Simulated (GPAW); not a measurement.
Write an ASE script for GPAW 26.7.0 that does the following.

```yaml
Task: relaxation of cell and atoms
Functional: PBEsol
Dispersion: D4
Potentials_or_basis: PAW data sets generated in the run's folder for this functional
Cutoff: 600 eV
Basis: pw
k_mesh: 8 × 8 × 8
Occupations: fermi-dirac, width 0.05 eV
Spin: no spin polarisation
Maxiter: 150
Optimizer: BFGS
Fmax: 0.02 eV/Å
Max_steps: 60
Convergence: density=1e-05 forces=0.0001
```

Crystal: AlAu.

```
Au Al
1.0
     3.22394    0.00000    0.00000
     0.00000    3.22394    0.00000
     0.00000    0.00000    3.22394
Au Al
1 1
Cartesian
  1.6120 1.6120 1.6120
  0.0000 0.0000 0.0000
```

The cell comes from a database or a generator and needn't be the stable form of this composition.

These files were run (other wordings do the same):

run.py

```python
from ase import Atoms
from ase.calculators.mixing import SumCalculator
from ase.filters import FrechetCellFilter
from ase.io import write
from ase.optimize import BFGS
from dftd4.ase import DFTD4
from gpaw import GPAW, PW, setup_paths

setup_paths.insert(0, '.')

atoms = Atoms(['Au', 'Al'],
              cell=[[3.223942, 0.0, 0.0],
                    [0.0, 3.223942, 0.0],
                    [0.0, 0.0, 3.223942]],
              scaled_positions=[[0.5, 0.5, 0.5],
                                [0.0, 0.0, 0.0]],
              pbc=True)

calc = GPAW(mode=PW(600),
            xc='PBEsol',
            kpts={'size': (8, 8, 8), 'gamma': True},
            occupations={'name': 'fermi-dirac', 'width': 0.05},
            nbands=17,
            convergence={'density': 1e-05, 'forces': 0.0001},
            maxiter=150,
            txt='gpaw.txt')
atoms.calc = SumCalculator([calc, DFTD4(method='pbesol')])
opt = BFGS(FrechetCellFilter(atoms), trajectory='relax.traj', logfile='-')
done = opt.run(fmax=0.02, steps=60)
calc.write('gs.gpw')
write('result.traj', atoms)
print('Converged:', done)
print('Cell:', atoms.cell.cellpar().round(4))
print('Volume:', round(atoms.get_volume(), 4))
print(atoms.get_scaled_positions().round(5))
```

Potentials or basis: PAW data sets generated in the run's folder for this functional, pw.

Run with:

```sh
$ gpaw-setup -f PBEsol Al Au
$ OMP_NUM_THREADS=1 python run.py
```

It gave:

```yaml
Relaxed_volume: 15.78 Å³/atom
Relaxed_cell: a = 3.160 Å, b = 3.160 Å, c = 3.160 Å, α = 90.00°, β = 90.00°, γ = 90.00°
Space_group_after_relaxing_to_0.05_Å: Pm-3m (No. 221)
Energy_gained_by_relaxing: 22.7 meV/atom
Ionic_steps: 4
Pressure_after_relaxing: -0.1 GPa
Band_gap_on_the_k_mesh: none (metal or under the smearing width)
Dispersion_energy_per_atom: -0.303 eV
```

Caveat: with this Au data set, volumes or pressures lay over 1.5 % or 2 GPa off other programs in two to four cells of ten; later steps reuse the first step's grids; pairwise dispersion overbinds metals, which lowers pressure and volume.

Run time: 51 s on 1 thread of Arm Neoverse V1, with other jobs on the host, peak memory 0.19 GiB.
